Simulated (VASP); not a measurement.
# CdTe in VASP: one cell, several levels of theory

Aim: gap, levels, forces and stress of zincblende CdTe, under -4.0 % equal strain in all directions at fixed geometry. Runs: PBE, r2SCAN. The results are then set beside those of Ansatz 0.2.0 for the same cell.

Program: VASP 6.6.1. PAW datasets, plane waves. Calculated at 0 K for a non-magnetic cell.

### 1 The structure to begin with

The cell comes from an earlier relaxation with r2SCAN in another program.

The symmetry is F-43m (No. 216, cubic); conventional cell a = 6.298 Å, 31.22 Å³ an atom. Around Cd lie 4 Te at 2.73 Å; around Te lie 4 Cd at 2.73 Å.

Structure file:

```
CELL_PARAMETERS angstrom
0.00000 3.14876 3.14876
3.14876 0.00000 3.14876
3.14876 3.14876 0.00000
ATOMIC_POSITIONS crystal
Cd 0.00000 0.00000 0.00000
Te 0.25000 0.25000 0.25000
```

### 2 PBE at this geometry

INCAR reads:

```
ENCUT = 520.000000
SIGMA = 0.020000
EDIFF = 1.00e-07
GGA = PE
PREC = Accurate
IBRION = -1
ISIF = 2
ISMEAR = -1
NBANDS = 16
NELM = 120
NSW = 0
LASPH = .TRUE.
LCHARG = .TRUE.
LELF = .TRUE.
LWAVE = .FALSE.
LREAL = .FALSE.
```

KPOINTS reads:

```
KPOINTS created by Atomic Simulation Environment
0
Gamma
6 6 6
0 0 0
```

KPOINTS_OPT reads:

```
special points
6
Reciprocal
0.0000000000 0.0000000000 0.0000000000 1
-0.5000000000 -0.5000000000 0.0000000000 1
-0.3750000000 -0.3750000000 0.2500000000 1
-0.3750000000 0.0000000000 0.3750000000 1
0.0000000000 0.0000000000 0.5000000000 1
-0.5000000000 -0.2500000000 0.2500000000 1
```

POSCAR reads:

```
Cd Te
 1.0000000000000000
     0.0000000000000000    3.1487569115000000    3.1487569115000000
     3.1487569115000000    0.0000000000000000    3.1487569115000000
     3.1487569115000000    3.1487569115000000    0.0000000000000000
 Cd  Te
   1   1
Cartesian
  0.0000000000000000  0.0000000000000000  0.0000000000000000
  1.5743784557500000  1.5743784557500000  1.5743784557500000
```

The run uses the recommended PBE PAW datasets (18 valence electrons a neutral cell).

Started as:

```
> mpirun -np 1 vasp_std
```

### 3 r2SCAN

INCAR reads:

```
ENCUT = 520.000000
SIGMA = 0.010000
EDIFF = 1.00e-07
ALGO = Normal
METAGGA = R2SCAN
PREC = Accurate
IBRION = -1
ISIF = 2
ISMEAR = 0
NBANDS = 16
NELM = 120
NSW = 0
LASPH = .TRUE.
LCHARG = .TRUE.
LELF = .TRUE.
LWAVE = .FALSE.
LREAL = .FALSE.
```

KPOINTS is that of step 2.

KPOINTS_OPT is that of step 2.

POSCAR is that of step 2.

Q: Predict the outcome of this session. Wanted: for each run, gap; pressure; Ansatz: gap; Ansatz: pressure.

The runs gave:

| level | gap (eV) | pressure (GPa) | Ansatz: gap (eV) | Ansatz: pressure (GPa) |
| --- | --- | --- | --- | --- |
| PBE | 1.04 | 7.69 | 1.04 | 7.50 |
| r2SCAN | 1.56 | 6.68 | 1.56 | 6.51 |

**Reading.** The gap runs from 1.04 eV (PBE) to 1.56 eV (r2SCAN). Spin-orbit coupling is left out, though the cell holds Te (Z = 52); in an element this heavy it can shift bands and gaps by tenths of an eV. At this one volume the pressure spans 6.7 GPa (r2SCAN) to 7.7 GPa (PBE): PBE wants the largest cell and r2SCAN the smallest. The two programs agree on the gap within 0.01 eV, far less than the spread between functionals. Each program uses its own PAW datasets and cutoff. VASP's cell holds 18 valence electrons and Ansatz's 36.
